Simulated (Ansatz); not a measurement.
Input, command and steps of an Ansatz relaxation.

```yaml
crystal:
  lattice:
    - [2.6862131167, -2.6862804191, -0.0195708549]
    - [2.6862131167, 2.6862804191, -0.0195708549]
    - [-2.6489319062, 0.0, 4.8689975849]
  atoms:
    - { symbol: Ti, position: [0.1251059418, 0.8748940582, 0.25] }
    - { symbol: Ti, position: [0.8748940582, 0.1251059418, 0.75] }
    - { symbol: O, position: [0.3314172325, 0.0816314283, 0.6629499159] }
    - { symbol: O, position: [0.6685827675, 0.9183685717, 0.3370500841] }
    - { symbol: O, position: [0.9183685717, 0.6685827675, 0.8370500841] }
    - { symbol: O, position: [0.0816314283, 0.3314172325, 0.1629499159] }
basis:
  ecutwfc: 420
kpoints:
  mp_grid: { grid: [8, 8, 6] }
hamiltonian:
  xc: pbesol
scf:
  occupations: { method: gaussian, width: 0.02 }
output:
  forces: true
  stress: true
  eigenvalues: true
relax:
  adjacent_minimum: "off"
  f_tol: 0.005
  max_steps: 50
  cell: { stress_tol: 0.05 }
```

```bash
ansatz run input.yaml --threads 1 --pin off --max-ram 2560MiB --backend cpu --events-out ev --progress --plain --runs-dir out
```

The calculation used DFT PBEsol, scalar-relativistic, plane waves, PAW (Ansatz).

Of 8 frames 7 are shown, positions in Å and forces in eV/Å; the SCF threshold varies from step to step. Steps run on the plane waves of an earlier cell, with a Pulay correction in the pressure. The basis is chosen afresh for the last frame, the zero of the energies, and at times for earlier ones too; energy and pressure step there, also at an unchanged geometry.

```xyz
6
Lattice="2.6862 -2.6863 -0.0196 2.6862 2.6863 -0.0196 -2.6489 0.0000 4.8690" Properties=species:S:1:pos:R:3:forces:R:3 pbc="T T T" step=1 free_energy_over_end_meV_per_atom=6.43 pressure_GPa=-5.94
Ti    2.0240    2.0141    1.1977    0.0000    0.0004    0.0000
Ti    0.6995   -2.0141    3.6322    0.0000   -0.0004    0.0000
O    -0.6466   -0.6710    3.2198   -0.0009   -0.0005   -0.1056
O     3.3701    0.6710    1.6100    0.0009    0.0005    0.1056
O     2.0456   -0.6710    4.0445    0.0009   -0.0005    0.1056
O     0.6779    0.6710    0.7853   -0.0009    0.0005   -0.1056
6
Lattice="2.6701 -2.6702 -0.0197 2.6701 2.6702 -0.0197 -2.6336 0.0000 4.8271" Properties=species:S:1:pos:R:3:forces:R:3 pbc="T T T" step=2 free_energy_over_end_meV_per_atom=-0.29 pressure_GPa=-1.73
Ti    2.0117    2.0022    1.1871    0.0000    0.0005    0.0000
Ti    0.6950   -2.0022    3.6007    0.0000   -0.0005    0.0000
O    -0.6430   -0.6670    3.1960    0.0001   -0.0009   -0.0225
O     3.3497    0.6670    1.5918   -0.0001    0.0009    0.0225
O     2.0329   -0.6670    4.0054   -0.0001   -0.0009    0.0225
O     0.6738    0.6670    0.7824    0.0001    0.0009   -0.0225
6
Lattice="2.6641 -2.6641 -0.0197 2.6641 2.6641 -0.0197 -2.6277 0.0000 4.8070" Properties=species:S:1:pos:R:3:forces:R:3 pbc="T T T" step=3 free_energy_over_end_meV_per_atom=-1.26 pressure_GPa=0.10
Ti    2.0071    1.9978    1.1821    0.0000    0.0004    0.0000
Ti    0.6933   -1.9978    3.5856    0.0000   -0.0004    0.0000
O    -0.6416   -0.6656    3.1854   -0.0008    0.0001    0.0071
O     3.3420    0.6656    1.5822    0.0008   -0.0001   -0.0071
O     2.0282   -0.6656    3.9857    0.0008    0.0001   -0.0071
O     0.6722    0.6656    0.7819   -0.0008   -0.0001    0.0071
6
Lattice="2.6647 -2.6648 -0.0198 2.6647 2.6648 -0.0198 -2.6285 0.0000 4.8057" Properties=species:S:1:pos:R:3:forces:R:3 pbc="T T T" step=4 free_energy_over_end_meV_per_atom=-1.25 pressure_GPa=0.02
Ti    2.0076    1.9982    1.1817    0.0000    0.0005    0.0000
Ti    0.6933   -1.9982    3.5845    0.0000   -0.0005    0.0000
O    -0.6419   -0.6658    3.1852   -0.0001   -0.0004    0.0026
O     3.3428    0.6658    1.5810    0.0001    0.0004   -0.0026
O     2.0285   -0.6658    3.9839    0.0001   -0.0004   -0.0026
O     0.6723    0.6658    0.7823   -0.0001    0.0004    0.0026
6
Lattice="2.6655 -2.6656 -0.0198 2.6655 2.6656 -0.0198 -2.6294 0.0000 4.8022" Properties=species:S:1:pos:R:3:forces:R:3 pbc="T T T" step=5 free_energy_over_end_meV_per_atom=-1.26 pressure_GPa=-0.02
Ti    2.0082    1.9991    1.1808    0.0000    0.0001    0.0000
Ti    0.6935   -1.9991    3.5819    0.0000   -0.0001    0.0000
O    -0.6422   -0.6663    3.1840   -0.0015    0.0010   -0.0021
O     3.3439    0.6663    1.5786    0.0015   -0.0010    0.0021
O     2.0292   -0.6663    3.9797    0.0015    0.0010    0.0021
O     0.6725    0.6663    0.7829   -0.0015   -0.0010   -0.0021
6
Lattice="2.6655 -2.6656 -0.0198 2.6655 2.6656 -0.0198 -2.6294 0.0000 4.8022" Properties=species:S:1:pos:R:3:forces:R:3 pbc="T T T" step=6 free_energy_over_end_meV_per_atom=0.01 pressure_GPa=-0.23
Ti    2.0082    1.9991    1.1808    0.0000    0.0001    0.0000
Ti    0.6935   -1.9991    3.5819    0.0000   -0.0001    0.0000
O    -0.6422   -0.6663    3.1840   -0.0015    0.0010   -0.0025
O     3.3439    0.6663    1.5786    0.0015   -0.0010    0.0025
O     2.0292   -0.6663    3.9797    0.0015    0.0010    0.0025
O     0.6725    0.6663    0.7829   -0.0015   -0.0010   -0.0025
6
Lattice="2.6654 -2.6655 -0.0199 2.6654 2.6655 -0.0199 -2.6295 0.0000 4.7967" Properties=species:S:1:pos:R:3:forces:R:3 pbc="T T T" step=8 free_energy_over_end_meV_per_atom=0.00 pressure_GPa=-0.01
Ti    2.0080    1.9990    1.1793    0.0000    0.0002    0.0000
Ti    0.6932   -1.9990    3.5776    0.0000   -0.0002    0.0000
O    -0.6425   -0.6664    3.1815    0.0002    0.0000    0.0002
O     3.3438    0.6664    1.5754   -0.0002    0.0000   -0.0002
O     2.0290   -0.6664    3.9737   -0.0002    0.0000   -0.0002
O     0.6722    0.6664    0.7832    0.0002    0.0000    0.0002
```

The run took 2.1 min on 1 thread of AMD EPYC (Zen 3), on a shared host, peak memory 0.5 GiB.